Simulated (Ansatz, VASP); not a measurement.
# MgO in VASP and in Ansatz

Contents of POSCAR:

```
MgO
1.0
    0.0000000000      2.0592549464      2.0592549464
    2.0592549464      0.0000000000      2.0592549464
    2.0592549464      2.0592549464      0.0000000000
Mg O
1 1
Direct
    0.0000000000      0.0000000000      0.0000000000
    0.5000000000      0.5000000000      0.5000000000
```

INCAR.step1

```
SYSTEM = MgO
PREC = Accurate ; ENCUT = 520
ISMEAR = 0 ; SIGMA = 0.02
LREAL = .False. ; LASPH = .True.
NELM = 80 ; NBANDS = 11
GGA = PE ; ALGO = Normal
EDIFF = 1E-4 ; LWAVE = .True.
LCHARG = .False.
```

The input INCAR.step2:

```
SYSTEM = MgO
PREC = Accurate ; ENCUT = 520
EDIFF = 1E-6 ; ISMEAR = 0
SIGMA = 0.02 ; LREAL = .False.
LASPH = .True. ; NELM = 80
ALGO = Normal ; ISIF = 2
LWAVE = .False. ; LCHARG = .False.
METAGGA = R2SCAN ; LMIXTAU = .True.
NBANDS = 11 ; ISTART = 1
```

The input KPOINTS:

```
regular mesh
0
Gamma
  10 10 10
  0 0 0
```

Input for Ansatz:

```yaml
crystal:
  lattice:
    - [0.0, 2.0592549464, 2.0592549464]
    - [2.0592549464, 0.0, 2.0592549464]
    - [2.0592549464, 2.0592549464, 0.0]
  atoms:
    - { symbol: Mg, position: [0.0, 0.0, 0.0] }
    - { symbol: O, position: [0.5, 0.5, 0.5] }
basis:
  ecutwfc: 500
kpoints:
  mp_grid: { grid: [10, 10, 10] }
hamiltonian:
  xc: r2scan
scf:
  occupations: { method: gaussian, width: 0.02 }
output:
  forces: true
  stress: true
  eigenvalues: true
```

Alike in both runs: task single point; functional r2SCAN; k mesh 10 × 10 × 10; occupations gaussian, width 0.02 eV; no spin polarisation.

```csv
,VASP,Ansatz
version,VASP 6.6.1,Ansatz 0.2.0
potentials or method,"VASP PAW PBE potentials, release 64 (Mg, O)","scalar-relativistic, plane waves, PAW"
plane-wave cutoff (eV),520,500
valence electrons in the cell,8,16
```

Ansatz gave:

| Property | Result |
| --- | --- |
| gap on the k mesh at the Fermi level (eV) | 6.34 |
| least direct gap on the mesh (eV) | 6.34 |
| pressure (GPa) | 11.7 |

Task: Which values does VASP return?

Result: gap on the k mesh at the Fermi level (eV): 6.32; least direct gap on the mesh (eV): 6.32; pressure (GPa): 10.6.

The two sets of potentials don't hold the same shells in valence.

Caveats: the PAW data sets were made with another functional, which shifts forces and pressure a little (VASP). r2SCAN opens gaps a little over a GGA but as a rule still falls short of measured ones.
